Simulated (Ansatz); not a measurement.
A relaxation computed with Ansatz, from input to last step.

```yaml
crystal:
  lattice:
    - [2.7794587027, 0.0, 0.0]
    - [0.0, 4.986539214, 0.0]
    - [0.0, 0.0, 4.9801912856]
  atoms:
    - { symbol: Au, position: [0.0, 0.3361095371, 0.75] }
    - { symbol: Au, position: [0.5, 0.1638904629, 0.25] }
    - { symbol: Au, position: [0.5, 0.8361095371, 0.75] }
    - { symbol: Au, position: [0.0, 0.6638904629, 0.25] }
basis:
  ecutwfc: 420
kpoints:
  mp_grid: { grid: [18, 10, 12] }
hamiltonian:
  xc: pbe
scf:
  occupations: { method: gaussian, width: 0.1 }
output:
  forces: true
  stress: true
  eigenvalues: true
relax:
  adjacent_minimum: "off"
  f_tol: 0.008
  max_steps: 40
  cell: { stress_tol: 0.015, fix: [a, b, gamma] }
```

```bash
ansatz run input.yaml --threads 1 --pin off --max-ram 2560MiB --backend cpu --events-out ev --progress --plain --runs-dir out
```

Theory: DFT PBE, scalar-relativistic, plane waves, PAW in Ansatz.

Of 6 frames 6 are shown, positions in Å and forces in eV/Å; the SCF threshold varies from step to step. Steps run on the plane waves of an earlier cell, with a Pulay correction in the pressure. The basis is chosen afresh for the last frame, the zero of the energies, and at times for earlier ones too; energy and pressure step there, also at an unchanged geometry.

```xyz
4
Lattice="2.7795 0.0000 0.0000 0.0000 4.9865 0.0000 0.0000 0.0000 4.9802" Properties=species:S:1:pos:R:3:forces:R:3 pbc="T T T" step=1 free_energy_over_end_meV_per_atom=3.57 pressure_GPa=7.51
Au    0.0000    1.6760    3.7351    0.0000    0.0010    0.0000
Au    1.3897    0.8172    1.2450    0.0000   -0.0010    0.0000
Au    1.3897    4.1693    3.7351    0.0000    0.0010    0.0000
Au    0.0000    3.3105    1.2450    0.0000   -0.0010    0.0000
4
Lattice="2.7795 0.0000 0.0000 0.0000 4.9865 0.0000 0.0000 0.0000 5.1677" Properties=species:S:1:pos:R:3:forces:R:3 pbc="T T T" step=2 free_energy_over_end_meV_per_atom=2.90 pressure_GPa=2.74
Au    0.0000    1.6754    3.8757    0.0000   -0.0063    0.0000
Au    1.3897    0.8179    1.2919    0.0000    0.0063    0.0000
Au    1.3897    4.1686    3.8757    0.0000   -0.0063    0.0000
Au    0.0000    3.3112    1.2919    0.0000    0.0063    0.0000
4
Lattice="2.7795 0.0000 0.0000 0.0000 4.9865 0.0000 0.0000 0.0000 5.0885" Properties=species:S:1:pos:R:3:forces:R:3 pbc="T T T" step=3 free_energy_over_end_meV_per_atom=0.17 pressure_GPa=4.55
Au    0.0000    1.6741    3.8164    0.0000   -0.0029    0.0000
Au    1.3897    0.8191    1.2721    0.0000    0.0029    0.0000
Au    1.3897    4.1674    3.8164    0.0000   -0.0029    0.0000
Au    0.0000    3.3124    1.2721    0.0000    0.0029    0.0000
4
Lattice="2.7795 0.0000 0.0000 0.0000 4.9865 0.0000 0.0000 0.0000 5.0751" Properties=species:S:1:pos:R:3:forces:R:3 pbc="T T T" step=4 free_energy_over_end_meV_per_atom=0.11 pressure_GPa=4.88
Au    0.0000    1.6728    3.8064    0.0000   -0.0015    0.0000
Au    1.3897    0.8204    1.2688    0.0000    0.0015    0.0000
Au    1.3897    4.1661    3.8064    0.0000   -0.0015    0.0000
Au    0.0000    3.3137    1.2688    0.0000    0.0015    0.0000
4
Lattice="2.7795 0.0000 0.0000 0.0000 4.9865 0.0000 0.0000 0.0000 5.0771" Properties=species:S:1:pos:R:3:forces:R:3 pbc="T T T" step=5 free_energy_over_end_meV_per_atom=0.11 pressure_GPa=4.83
Au    0.0000    1.6701    3.8078    0.0000   -0.0003    0.0000
Au    1.3897    0.8232    1.2693    0.0000    0.0003    0.0000
Au    1.3897    4.1634    3.8078    0.0000   -0.0003    0.0000
Au    0.0000    3.3165    1.2693    0.0000    0.0003    0.0000
4
Lattice="2.7795 0.0000 0.0000 0.0000 4.9865 0.0000 0.0000 0.0000 5.0771" Properties=species:S:1:pos:R:3:forces:R:3 pbc="T T T" step=6 free_energy_over_end_meV_per_atom=0.00 pressure_GPa=4.83
Au    0.0000    1.6701    3.8078    0.0000   -0.0003    0.0000
Au    1.3897    0.8232    1.2693    0.0000    0.0003    0.0000
Au    1.3897    4.1634    3.8078    0.0000   -0.0003    0.0000
Au    0.0000    3.3165    1.2693    0.0000    0.0003    0.0000
```

It took 2.8 min on 1 thread of Intel(R) Xeon(R) 6975P-C (Granite Rapids), with other jobs on the host, peak memory 1.1 GiB.

Spin–orbit coupling is left out, which can shift energies with elements as heavy as these.